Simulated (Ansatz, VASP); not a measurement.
# MgS (Niningerite): VASP beside Ansatz

Contents of INCAR:

```
PREC = Accurate
ENCUT = 520
EDIFF = 1E-6
ISMEAR = -1
SIGMA = 0.05
LREAL = False
LASPH = True
NELM = 80
ALGO = Normal
ISIF = 2
LWAVE = False
LCHARG = False
GGA = PS
NBANDS = 11
```

KPOINTS

```
regular mesh
0
Gamma
  9 9 9
```

Contents of POSCAR:

```
MgS
1.0
    0.0000000000      2.5841887356      2.5841887356
    2.5841887356      0.0000000000      2.5841887356
    2.5841887356      2.5841887356      0.0000000000
S Mg
1 1
Direct
    0.5000000000      0.5000000000      0.5000000000
    0.0000000000      0.0000000000      0.0000000000
```

Contents of input.yaml:

```yaml
crystal:
  lattice:
    - [0.0, 2.5841887356, 2.5841887356]
    - [2.5841887356, 0.0, 2.5841887356]
    - [2.5841887356, 2.5841887356, 0.0]
  atoms:
    - { symbol: S, position: [0.5, 0.5, 0.5] }
    - { symbol: Mg, position: [0.0, 0.0, 0.0] }
hamiltonian:
  xc: pbesol
  pseudopotentials: { kind: paw }
kpoints:
  mp_grid: { grid: [9, 9, 9] }
scf:
  occupations: { method: fermi_dirac, width: 0.05 }
output:
  forces: true
  stress: true
  eigenvalues: true
```

Alike in both runs: task single point; functional PBEsol; k mesh 9 × 9 × 9; occupations fermi-dirac, width 0.05 eV; no spin polarisation.

```csv
,VASP,Ansatz
version,VASP 6.6.1,Ansatz 0.2.0
potentials or method,"VASP PAW PBE potentials, release 64 (S, Mg)",Ansatz PAW
plane-wave cutoff (eV),520,420
valence electrons in the cell,8,16
```

```tsv
	VASP	Ansatz	Ansatz less VASP
gap on the k mesh at the Fermi level (eV)	2.88	2.87	-0.004
least direct gap on the mesh (eV)	3.75	3.75	0.000
pressure (GPa)	0.4	0.6	+0.20
```

With one functional, cell and mesh, what is left measures potentials, basis and numerics. The two sets of potentials don't hold the same shells in valence.

Caveats: the PAW data sets were made with another functional, which shifts forces and pressure a little (VASP); an odd mesh through Γ misses points on the zone boundary, where band edges often lie (VASP); odd divisions of the mesh miss points on the zone boundary, where band edges often lie, so the gap on the mesh can be too wide (Ansatz); the PAW data sets come from PBE, with cores solved anew for the run's functional, which leaves a small shift of forces and pressure (Ansatz). A hybrid or GW would open this gap; PBEsol tends to underestimate it.
